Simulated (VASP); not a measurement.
# P (R-3m) in VASP: single point with r2SCAN

Aim: the single point of P with r2SCAN.

Everything below comes from runs of VASP 6.6.1. Logs are shortened: lines on timing, memory, paths and dates and some standing lists are left out, and cuts for length are marked.

### 1 The crystal as given

Symmetry: R-3m, No. 166, trigonal system. The conventional cell has a = 3.400 Å, b = 3.400 Å, c = 8.579 Å, α = 90.00°, β = 90.00°, γ = 120.00°. P (site symmetry 3m) has 6 P at 2.29 to 2.59 Å as nearest neighbours.

This isn't the form of P at room conditions, which is orthorhombic.

### 2 Single point, r2SCAN

Contents of POSCAR:

```
P
1.0
    1.6997715165      0.9813635427      2.8595341025
   -1.6997715165      0.9813635427      2.8595341025
    0.0000000000     -1.9627270851      2.8595341026
P
2
Direct
    0.2349725420      0.2349725420      0.2349725420
    0.7650274580      0.7650274580      0.7650274580
```

Contents of INCAR.step1:

```
SYSTEM = P
PREC     = Accurate       ! precision mode
ENCUT    = 520            ! plane-wave cutoff, eV
ISMEAR   = -1             ! smearing method
SIGMA    = 0.1            ! smearing width, eV
LREAL    = .False.        ! projectors in reciprocal space
LASPH    = .True.         ! aspherical terms in the spheres
NELM     = 100            ! most SCF steps
NBANDS   = 12             ! bands
GGA      = PE             ! functional
ALGO     = Normal         ! electronic algorithm
EDIFF    = 1E-4           ! SCF threshold, eV
LWAVE    = .True.         ! write WAVECAR
LCHARG   = .False.        ! write CHGCAR
```

Contents of INCAR.step2:

```
SYSTEM = P
PREC     = Accurate       ! precision mode
ENCUT    = 520            ! plane-wave cutoff, eV
EDIFF    = 1E-6           ! SCF threshold, eV
ISMEAR   = -1             ! smearing method
SIGMA    = 0.1            ! smearing width, eV
LREAL    = .False.        ! projectors in reciprocal space
LASPH    = .True.         ! aspherical terms in the spheres
NELM     = 100            ! most SCF steps
ALGO     = Normal         ! electronic algorithm
ISIF     = 2              ! what is computed and relaxed
LWAVE    = .False.        ! write WAVECAR
LCHARG   = .False.        ! write CHGCAR
METAGGA  = R2SCAN         ! meta-GGA
LMIXTAU  = .True.       
NBANDS   = 12             ! bands
ISTART   = 1
```

Contents of KPOINTS:

```
regular mesh
0
Gamma
  15 15 15
  0 0 0
```

Potentials or basis: VASP PAW PBE potentials, release 64 (P).

Command:

```console
$ cat potpaw_PBE.64/P/POTCAR > POTCAR
$ cp INCAR.step1 INCAR
$ mpirun -np 1 vasp_std > vasp.out
$ cp INCAR.step2 INCAR
$ mpirun -np 1 vasp_std > vasp.out
```

OUTCAR:

```text
SYSTEM = P
   PREC = Accurate
   ENCUT = 520
   EDIFF = 1E-6
   ISMEAR = -1
   LREAL = .False.
   LASPH = .True.
   NELM = 100
   ISIF = 2
   METAGGA = R2SCAN
   ISTART = 1

 ion  position               nearest neighbor table
   1  0.235  0.235  0.235-   2 2.29   2 2.29   2 2.29   2 2.59   2 2.59   2 2.59
   2  0.765  0.765  0.765-   1 2.29   1 2.29   1 2.29   1 2.59   1 2.59   1 2.59

  LATTYP: Found a trigonal (rhomboedric) cell.
 ALAT       =     3.4683184535
 COS(alpha) =     0.5196330084

  Lattice vectors:

 A1 = (   1.6997715165,   0.9813635427,   2.8595341025)
 A2 = (  -1.6997715165,   0.9813635427,   2.8595341025)
 A3 = (   0.0000000000,  -1.9627270851,   2.8595341026)

Analysis of symmetry for initial positions (statically):
=====================================================================
 Subroutine PRICEL returns:
 Original cell was already a primitive cell.

 Routine SETGRP: Setting up the symmetry group for a
 trigonal (rhombohedral) supercell.

 Subroutine GETGRP returns: Found 12 space group operations
 (whereof 12 operations were pure point group operations)
 out of a pool of 12 trial point group operations.

The static configuration has the point symmetry D_3d.

Analysis of symmetry for dynamics (positions and initial velocities):
=====================================================================
 Subroutine PRICEL returns:
 Original cell was already a primitive cell.

 Routine SETGRP: Setting up the symmetry group for a
 trigonal (rhombohedral) supercell.

 Subroutine GETGRP returns: Found 12 space group operations
 (whereof 12 operations were pure point group operations)
 out of a pool of 12 trial point group operations.

The dynamic configuration has the point symmetry D_3d.

 Subroutine INISYM returns: Found 12 space group operations
 (whereof 12 operations are pure point group operations),
 and found     1 'primitive' translations

----------------------------------------------------------------------------------------

                                     Primitive cell

  volume of cell :      28.6198

  direct lattice vectors                    reciprocal lattice vectors
     1.699771517  0.981363543  2.859534103     0.294157182  0.169831728  0.116569106
    -1.699771517  0.981363543  2.859534103    -0.294157182  0.169831728  0.116569106
     0.000000000 -1.962727085  2.859534103     0.000000000 -0.339663457  0.116569106

  length of vectors
     3.468318453  3.468318453  3.468318453     0.359109482  0.359109482  0.359109482

  position of ions in fractional coordinates (direct lattice)
     0.234972542  0.234972542  0.234972542
     0.765027458  0.765027458  0.765027458

  ion indices of the primitive-cell ions
   primitive index   ion index
                 1           1
                 2           2

----------------------------------------------------------------------------------------

 KPOINTS: regular mesh

Automatic generation of k-mesh.
 Grid dimensions read from file:
 generate k-points for:   15   15   15

 Generating k-lattice:

  Cartesian coordinates                     Fractional coordinates (reciprocal lattice)
     0.019610479  0.011322115  0.007771274     0.066666667  0.000000000 -0.000000000
    -0.019610479  0.011322115  0.007771274     0.000000000  0.066666667 -0.000000000
     0.000000000 -0.022644230  0.007771274    -0.000000000 -0.000000000  0.066666667

  Length of vectors
     0.023940632  0.023940632  0.023940632

  Shift w.r.t. Gamma in fractional coordinates (k-lattice)
     0.000000000  0.000000000  0.000000000

 Subroutine IBZKPT returns following result:
 ===========================================

 Found    344 irreducible k-points:

 Following reciprocal coordinates:
            Coordinates               Weight
  0.000000  0.000000  0.000000      1.000000
  0.066667 -0.000000  0.000000      6.000000
  0.133333  0.000000  0.000000      6.000000
  0.200000  0.000000  0.000000      6.000000
  0.266667  0.000000  0.000000      6.000000
  0.333333  0.000000  0.000000      6.000000
[... 16 lines left out ...]
  0.133333  0.133333  0.000000      6.000000
  0.200000  0.133333 -0.000000     12.000000
 [... further k-points ...]
   k-points           NKPTS =    344   k-points in BZ     NKDIM =    344   number of bands    NBANDS=     12
   number of dos      NEDOS =    301   number of ions     NIONS =      2
   total plane-waves  NPLWV =  21952
   dimension x,y,z NGX =    28 NGY =   28 NGZ =   28
   dimension x,y,z NGXF=    56 NGYF=   56 NGZF=   56
   ions per type =               2
   NGX,Y,Z   is equivalent  to a cutoff of  13.42, 13.42, 13.42 a.u.
   NGXF,Y,Z  is equivalent  to a cutoff of  26.84, 26.84, 26.84 a.u.
 SYSTEM =  P
   PREC   = accura    normal or accurate (medium, high low for compatibility)
   ISTART =      1    job   : 0-new  1-cont  2-samecut
   ICHARG =      0    charge: 1-file 2-atom 10-const
   ISPIN  =      1    spin polarized calculation?
   LNONCOLLINEAR =      F non collinear calculations
   LSORBIT =      F    spin-orbit coupling
   LASPH  =      T    aspherical Exc in radial PAW
   ENCUT  =  520.0 eV  38.22 Ry    6.18 a.u.   6.45  6.45  6.45*2*pi/ulx,y,z
   NELM   =    100;   NELMIN=  2; NELMDL=  0     # of ELM steps
   EDIFF  = 0.1E-05   stopping-criterion for ELM
   LREAL  =      F    real-space projection
   EDIFFG = 0.1E-04   stopping-criterion for IOM
   NSW    =      0    number of steps for IOM
   IBRION =     -1    ionic relax: 0-MD 1-quasi-New 2-CG
   NFREE  =      0    steps in history (QN), initial steepest desc. (CG)
   ISIF   =      2    stress and relaxation
   ISYM   =      2    0-nonsym 1-usesym 2-fastsym
   POTIM  = 0.5000    time-step for ionic-motion
   TEBEG  =    0.0;   TEEND  =   0.0 temperature during run
   PSTRESS=    0.0 pullay stress
   NELECT =      10.0000    total number of electrons
   NUPDOWN=      -1.0000    fix difference up-down
   EMIN   =  10.00;   EMAX   =-10.00  energy-range for DOS
   EFERMI =   0.00;   METHOD = LEGACY
   ISMEAR =    -1;   SIGMA  =   0.10  broadening in eV -4-tet -1-fermi 0-gaus
   EFERMI_NEDOS =   21; number of points for ismear=-14 and -15
   IALGO  =     38    algorithm
   IMIX   =      4    mixing-type and parameters
     AMIX     =   0.40;   BMIX     =  1.00
     AMIX_MAG =   1.60;   BMIX_MAG =  1.00
  volume/ion in A,a.u.               =      14.31        96.57
  Fermi-wavevector in a.u.,A,eV,Ry     =   1.153062  2.178970 18.089639  1.329551
  Thomas-Fermi vector in A             =   2.289708
   LORBIT       =      0    0 simple, 1 ext, 2 COOP (PROOUT), +10 PAW based schemes
   METAGGA = R2SCAN    functional components
   LHFCALC =     F    Hartree Fock is set to
   AEXX    =    0.0000 exact exchange contribution
   IVDW    =     0    specifies the selected vdW correction
   LEPSILON=     F    determine dielectric tensor
   LRPA    =     F    only Hartree local field effects (RPA)
 non-spin polarized calculation
  energy-cutoff  :      520.00
  volume of cell :       28.62
 maximum number of plane-waves:       783
 NGX is ok and might be reduce to    28
   NGX = 13   NGY = 13   NGZ = 13

 number of electron       9.9999999 magnetization

 Free energy of the ion-electron system (eV)
  ---------------------------------------------------
  ext. energy  EPLUGINS =         0.00000000
  ---------------------------------------------------
  free energy    TOTEN  =       -17.70283865 eV

  energy without entropy =      -17.68936272  energy(sigma->0) =      -17.69610068

 E-fermi :  10.3448     XC(G=0): -11.9158

 val. band max:       10.3285229966   @ k =  -0.4000   0.0667   0.0000
 cond. band min:      10.3474244086   @ k =   0.4000   0.2667   0.2667
 fundamental gap:      0.0189014120
 Fermi energy:        10.3448291128

 k-point     1 :       0.0000    0.0000    0.0000
  band No.  band energies     occupation
      1      -7.7516      2.00000
      2       7.3435      2.00000
      3       7.3435      2.00000
      4       7.4069      2.00000
      5       8.5835      2.00000
      6      13.0739      0.00000
      7      14.0695      0.00000
      8      14.0695      0.00000
      9      16.1777      0.00000
     10      16.1777      0.00000
     11      17.2650      0.00000
     12      17.4023      0.00000

 k-point     2 :       0.0667   -0.0000    0.0000
  band No.  band energies     occupation
      1      -7.6700      2.00000
      2       6.3819      2.00000
      3       7.3077      2.00000
      4       7.3733      2.00000
      5       9.2530      1.99996
      6      13.1749      0.00000
      7      13.9883      0.00000
      8      14.1024      0.00000
      9      15.5806      0.00000
     10      15.7009      0.00000
     11      16.4768      0.00000
     12      18.4213      0.00000

 k-point     3 :       0.1333    0.0000    0.0000
  band No.  band energies     occupation
      1      -7.4256      2.00000
      2       4.8525      2.00000
      3       7.2168      2.00000
      4       7.3128      2.00000
      5       9.9092      1.97467
      6      13.1143      0.00000
      7      13.3569      0.00000
      8      14.0772      0.00000
      9      15.2396      0.00000
     10      15.5752      0.00000
     11      16.3578      0.00000
     12      20.0606      0.00000

 k-point     4 :       0.2000    0.0000    0.0000
  band No.  band energies     occupation
      1      -7.0196      2.00000
      2       3.2433      2.00000
      3       7.1084      2.00000
      4       7.2572      2.00000
      5      10.2097      1.58856
      6      12.4134      0.00000
      7      12.4735      0.00000
      8      13.6704      0.00000
      9      16.0335      0.00000
     10      16.3068      0.00000
     11      16.6500      0.00000
     12      21.8912      0.00000

 k-point     5 :       0.2667    0.0000    0.0000
  band No.  band energies     occupation
      1      -6.4543      2.00000
      2       1.6539      2.00000
      3       7.0177      2.00000
      4       7.2427      2.00000
      5      10.2406      1.47877
      6      11.5339      0.00001
      7      11.7098      0.00000
      8      13.1673      0.00000
      9      17.2617      0.00000
     10      17.4063      0.00000
     11      17.4713      0.00000
     12      23.8516      0.00000
[... 228 lines left out ...]
      1      -7.2319      2.00000
      2       4.1987      2.00000
      3       6.4944      2.00000
      4       7.7340      2.00000
      5      10.0302      1.91749
      6      12.5452      0.00000
      7      13.0453      0.00000
      8      14.0314      0.00000
      9      15.0888      0.00000
     10      16.5001      0.00000
     11      16.8443      0.00000
     12      19.7835      0.00000

 k-point    22 :      -0.0667    0.0667    0.0000
  band No.  band energies     occupation
      1      -7.5321      2.00000
      2       5.5577      2.00000
      3       6.8684      2.00000
      4       7.5792      2.00000
      5       9.6879      1.99720
      6      13.1346      0.00000
      7      13.6931      0.00000
      8      14.0740      0.00000
      9      15.1138      0.00000
     10      15.6418      0.00000
     11      16.8025      0.00000
     12      18.5714      0.00000

 k-point    23 :       0.1333    0.1333    0.0000
  band No.  band energies     occupation
      1      -7.3265      2.00000
      2       5.2338      2.00000
      3       6.4338      2.00000
      4       6.5404      2.00000
      5      10.4234      0.62637
      6      12.1001      0.00000
      7      13.0688      0.00000
      8      15.0553      0.00000
      9      15.6606      0.00000
     10      16.8439      0.00000
     11      17.1735      0.00000
     12      18.0811      0.00000

 k-point    24 :       0.2000    0.1333   -0.0000
  band No.  band energies     occupation
      1      -7.0345      2.00000
      2       4.2055      2.00000
      3       6.0930      2.00000
      4       6.4852      2.00000
      5       9.6965      1.99695
      6      12.4219      0.00000
      7      13.1393      0.00000
      8      15.1203      0.00000
      9      15.5307      0.00000
     10      17.0332      0.00000
     11      17.9236      0.00000
     12      19.1997      0.00000

 [... further k-points ...]

------------------------ aborting loop because EDIFF is reached ----------------------------------------

  FORCE on cell =-STRESS in cart. coord.  units (eV):
  Direction    XX          YY          ZZ          XY          YZ          ZX
  --------------------------------------------------------------------------------------
  -------------------------------------------------------------------------------------
  Total        1.1954895      1.1954895      1.2384456     -0.0000000      0.0000000     -0.0000000
  in kB       66.9251492     66.9251492     69.3298887     -0.0000000      0.0000000     -0.0000000
  external PRESSURE =      67.7267290 kB  Pullay stress =       0.0000000 kB

 VOLUME and BASIS-vectors are now :
 -----------------------------------------------------------------------------
  energy-cutoff  :      520.00
  volume of cell :       28.62
      direct lattice vectors                 reciprocal lattice vectors
     1.699771517  0.981363543  2.859534103     0.294157182  0.169831728  0.116569106
    -1.699771517  0.981363543  2.859534103    -0.294157182  0.169831728  0.116569106
     0.000000000 -1.962727085  2.859534103     0.000000000 -0.339663457  0.116569106

 POSITION                                       TOTAL-FORCE (eV/Angst)
 -----------------------------------------------------------------------------------
      0.00000      0.00000      2.01574         0.000000     -0.000000     -0.092799
      0.00000      0.00000      6.56287         0.000000      0.000000      0.092799
 -----------------------------------------------------------------------------------
    total drift:                                0.000000      0.000000     -0.000000

  FREE ENERGIE OF THE ION-ELECTRON SYSTEM (eV)
  ---------------------------------------------------
  free  energy   TOTEN  =       -17.7028386541 eV

  energy  without entropy=      -17.6893627150  energy(sigma->0) =      -17.69610068
```

Run time: 3.8 min. Hardware: 1 thread of Intel Xeon Platinum 8488C (Sapphire Rapids), shared host; peak memory 0.22 GiB.

What came out:

| Quantity | Value |
| --- | --- |
| Free energy | -17.7028 eV |
| Pressure | 6.8 GPa |
| Largest force | 0.093 eV/Å |
| Band gap on the k mesh | none (metal or under the smearing width) |

Forces on the atoms (eV/Å):
```
P    0.000  0.000 -0.093
P    0.000  0.000  0.093
```

Caveat: the PAW data sets were made with another functional, which shifts forces and pressure a little.
